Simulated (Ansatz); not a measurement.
Ansatz input

```yaml
crystal:
  lattice:
    - [7.9370052598, 0.0, 0.0]
    - [0.0, 7.9370052598, 0.0]
    - [0.0, 0.0, 7.9370052598]
  atoms:
    - { symbol: Ba, position: [0.0, 0.0, 0.0] }
    - { symbol: Ba, position: [0.5, 0.5, 0.5] }
    - { symbol: Ba, position: [0.25, 0.0, 0.5] }
    - { symbol: Ba, position: [0.75, 0.0, 0.5] }
    - { symbol: Ba, position: [0.5, 0.25, 0.0] }
    - { symbol: Ba, position: [0.5, 0.75, 0.0] }
    - { symbol: Ba, position: [0.0, 0.5, 0.25] }
    - { symbol: Ba, position: [0.0, 0.5, 0.75] }
hamiltonian:
  xc: pbe
  pseudopotentials:
    kind: paw
    azcp:
      Ba: "pseudopotentials/Ba.paw.azcp"
basis:
  ecutwfc: 420
  fft_grid_basis: typed
kpoints:
  mp_grid: { grid: [4, 4, 4], shift: [0, 0, 0] }
magnetization:
  spin_polarized: false
scf:
  occupations: { method: fermi_dirac, width: 0.1 }
relax:
  max_steps: 60
  f_tol: 0.01
  cell: {}
```

and its output:

```
Engine: ansatz 0.2.0, x86_64-unknown-linux-gnu
Pseudopotentials: kind: paw
Pseudopotential: Ba, paw, valence charge 10, recommended cutoff 420 eV (normal) 
Functional definition: PBE
  parameter kappa = 0.804
  parameter beta = 0.06672455060314922
  exchange = pbe_x(kappa = kappa, mu = beta*pi^2/3)
  correlation = pbe_c(beta = beta)
Crystal: 8 atoms, lattice volume = 500.000 Å³
Basis set: ecut = 420 eV, 9771 PW (Γ), exchange–correlation on 108×108×108 points (8 copies of the dense FFT grid, shifted against one another)
Bands: 48, of which v1, the nominal top of the filled ones, is band 40 counted from 1 (39 counted from 0)
Symmetry: 48 space group operations
Space group: Pm-3n (ITA 223), of the structure as read, at distance tolerance 7.9e-5 Å
k-points: 10 of 64
Non-local potential: Ba, projectors of the file, l = 0: 3, l = 1: 2, l = 2: 2, l = 3: 2
PAW form: soft (Blöchl's): semilocal exchange-correlation on the pseudo side does not see the compensation charge
PAW one-centre angular grid: Ba, 194 points (default); XC on 64 Gauss nodes
Initial density: superposition of atomic densities (neutral atoms: chi_scale 0, normalization atom), corrected by the library's trained network
Initial wavefunctions: pseudopotential atomic-orbital guess
Functional: x = pbe(κ = 0.804, μ = 0.2195149727645171), c = pbe(β = 0.06672455060314922)
SCF iter   1: F=—  HF=-47596.095345 eV  |F-HF|=—  |Δ(HF+E_count)|=         —  Δρ=1.13e-3  dr2=1.44e-2  ethr=1.77e-3  ⟨swp⟩=13.8  Hψ=7157  notcnv=0
automatic band count: the SCF goes on with 56 bands, as 48 were too few: the levels above may hold too much charge
SCF iter   2: F=—  HF=-47596.096575 eV  |F-HF|=—  |Δ(HF+E_count)|=   1.23e-3  Δρ=7.54e-4  dr2=6.29e-3  ethr=1.81e-5  ⟨swp⟩=1.8  Hψ=954  notcnv=0
SCF iter   3: F=—  HF=-47596.096658 eV  |F-HF|=—  |Δ(HF+E_count)|=   8.33e-5  Δρ=1.25e-4  dr2=1.35e-4  ethr=7.86e-6  ⟨swp⟩=2.6  Hψ=911  notcnv=0
SCF iter   4: F=—  HF=-47596.096671 eV  |F-HF|=—  |Δ(HF+E_count)|=   1.26e-5  Δρ=4.14e-5  dr2=1.68e-5  ethr=1.69e-7  ⟨swp⟩=2.8  Hψ=1152  notcnv=0
SCF iter   5: F=—  HF=-47596.096886 eV  |F-HF|=—  |Δ(HF+E_count)|=   2.15e-4  Δρ=1.21e-5  dr2=9.13e-7  ethr=2.10e-8  ⟨swp⟩=2.5  Hψ=889  notcnv=0
SCF iter   6: F=-47596.096886 eV  HF=-47596.096886 eV  |F-HF|=1.01e-8  |Δ(HF+E_count)|=   2.07e-8  Δρ=2.39e-6  dr2=4.98e-8  ethr=1.25e-10  ⟨swp⟩=5.0  Hψ=2027  notcnv=0
SCF 1 converged in 6 iterations: F = -47596.096886 eV  dr2 = 4.98e-8
relax step   1: F+E_penalty+E_count = -47596.09688592 eV  Δ(F+E_penalty+E_count) = +0.000e0 eV  max|allowed force component| = 8.674e-18 eV/Å  Δτ_max = 0.0000 Å  P = +0.273 GPa  Ω = 500.000 Å³  (6 SCF iters, dr2 threshold 1.00e-7 eV, accepted)
...
  atom   3  Ba    -0.00000000     0.00000000    -0.00000000
  atom   4  Ba     0.00000000    -0.00000000     0.00000000
  atom   5  Ba     0.00000000     0.00000000     0.00000000
  atom   6  Ba    -0.00000000    -0.00000000    -0.00000000
  atom   7  Ba     0.00000000     0.00000000     0.00000000
  atom   8  Ba    -0.00000000    -0.00000000    -0.00000000
  max |Σ_I F_I| component: 7.44e-18 eV/Å
--- Stress (GPa, compression-positive) ---
        0.005721      -0.000000      -0.000000
       -0.000000       0.005721      -0.000000
       -0.000000      -0.000000       0.005721
  P = ⅓ Tr σ = 0.0057 GPa (0.057 kbar)
--- Band table (eV; the first three rows and the last of 10) ---
  k-point 0: bands = ["-23.2804", "-23.2718", "-23.2168", "-23.2145", "-23.2145", "-23.1686", "-23.1686", "-23.1686", "-8.7637", "-8.7637", "-8.7136", "-8.5980", "-8.5980", "-8.5980", "-8.5224", "-8.5224", "-8.5224", "-8.3288", "-8.3288", "-8.3288", "-8.3073", "-8.3073", "-8.3073", "-8.2928", "-8.2928", "-8.2928", "-8.2661", "-8.2661", "-8.2661", "-8.1266", "-8.1266", "-8.1266", "2.9327", "4.7942", "4.7942", "5.0088", "5.5959", "5.5959", "5.5959", "5.8886", "5.8886", "5.8886", "5.9138", "5.9138", "5.9138", "6.1460", "6.1882", "6.1882", "6.1882", "6.3808", "6.4629", "6.4629", "7.1954", "7.1954", "7.2649", "7.2649"]
  k-point 1: bands = ["-23.2783", "-23.2722", "-23.2168", "-23.2155", "-23.2084", "-23.1756", "-23.1686", "-23.1686", "-8.7697", "-8.7488", "-8.6595", "-8.5934", "-8.5934", "-8.5506", "-8.5348", "-8.5348", "-8.4850", "-8.3422", "-8.3422", "-8.3282", "-8.3236", "-8.3136", "-8.3065", "-8.3065", "-8.2981", "-8.2725", "-8.2725", "-8.2641", "-8.2641", "-8.2221", "-8.1279", "-8.1279", "3.1552", "4.4630", "4.8522", "4.9694", "5.4370", "5.4370", "5.7579", "5.7805", "5.7805", "5.9274", "5.9378", "5.9833", "6.2190", "6.2190", "6.2368", "6.2887", "6.2887", "6.3021", "6.4799", "6.6443", "7.1690", "7.1690", "7.1833", "7.2124"]
  k-point 2: bands = ["-23.2743", "-23.2743", "-23.2169", "-23.2169", "-23.1922", "-23.1922", "-23.1686", "-23.1686", "-8.7660", "-8.7660", "-8.5894", "-8.5894", "-8.5444", "-8.5444", "-8.4753", "-8.4753", "-8.4301", "-8.4301", "-8.3754", "-8.3754", "-8.3586", "-8.3586", "-8.3109", "-8.3109", "-8.2939", "-8.2939", "-8.2658", "-8.2658", "-8.2594", "-8.2594", "-8.1291", "-8.1291", "3.7425", "3.7425", "4.9335", "4.9335", "5.3339", "5.3339", "5.7345", "5.7345", "5.9458", "5.9458", "6.0450", "6.0450", "6.3033", "6.3033", "6.3813", "6.3813", "6.4203", "6.4203", "6.4705", "6.4705", "7.1081", "7.1081", "7.1777", "7.1777"]
  k-point 9: bands = ["-23.2718", "-23.2718", "-23.1935", "-23.1935", "-23.1935", "-23.1935", "-23.1935", "-23.1935", "-8.5585", "-8.5585", "-8.5585", "-8.5585", "-8.5585", "-8.5585", "-8.4219", "-8.4219", "-8.3882", "-8.3882", "-8.3882", "-8.3882", "-8.3882", "-8.3882", "-8.3143", "-8.3143", "-8.3143", "-8.3143", "-8.3122", "-8.3122", "-8.3122", "-8.3122", "-8.3122", "-8.3122", "4.8752", "4.8752", "4.8752", "4.8752", "4.8752", "4.8752", "4.9311", "4.9311", "6.0895", "6.0895", "6.0895", "6.0895", "6.4525", "6.4525", "6.4525", "6.4525", "6.4525", "6.4525", "6.7547", "6.7547", "6.7547", "6.7547", "6.7547", "6.7547"]
--- Relaxed structure (3 steps of the walk, 3 accepted, 1 SCFs on fresh bases) ---
  F+E_penalty+E_count = -47596.11073275 eV   max|allowed force component| = 1.431e-17 eV/Å   (the final SCF, on the basis selected at the relaxed cell)
  cell:  # Å, volume = 516.2536 Å³
    - [8.02209299842601, -8.024708101613497e-36, -5.7777898331617076e-34]
    - [-5.216060266048764e-34, 8.02209299842601, -6.419766481290786e-35]
    - [-8.345696425678021e-34, -6.419766481290786e-35, 8.02209299842601]
  atoms:
    - { symbol: Ba, position: [3.9922646745939087e-35, 3.086861621073946e-35, 2.818301500509683e-35] }
    - { symbol: Ba, position: [0.5000000000000001, 0.5000000000000001, 0.5000000000000001] }
    - { symbol: Ba, position: [0.25000000000000006, -4.7993273310248974e-35, 0.5000000000000001] }
    - { symbol: Ba, position: [0.7500000000000001, -8.562328549754753e-36, 0.5000000000000001] }
    - { symbol: Ba, position: [0.5000000000000001, 0.25000000000000006, 2.6160915273789427e-35] }
    - { symbol: Ba, position: [0.5000000000000001, 0.7500000000000001, 2.818301500509683e-35] }
    - { symbol: Ba, position: [3.651035344935786e-35, 0.5000000000000001, 0.25000000000000006] }
    - { symbol: Ba, position: [2.8421954524128286e-35, 0.5000000000000001, 0.7500000000000001] }
```
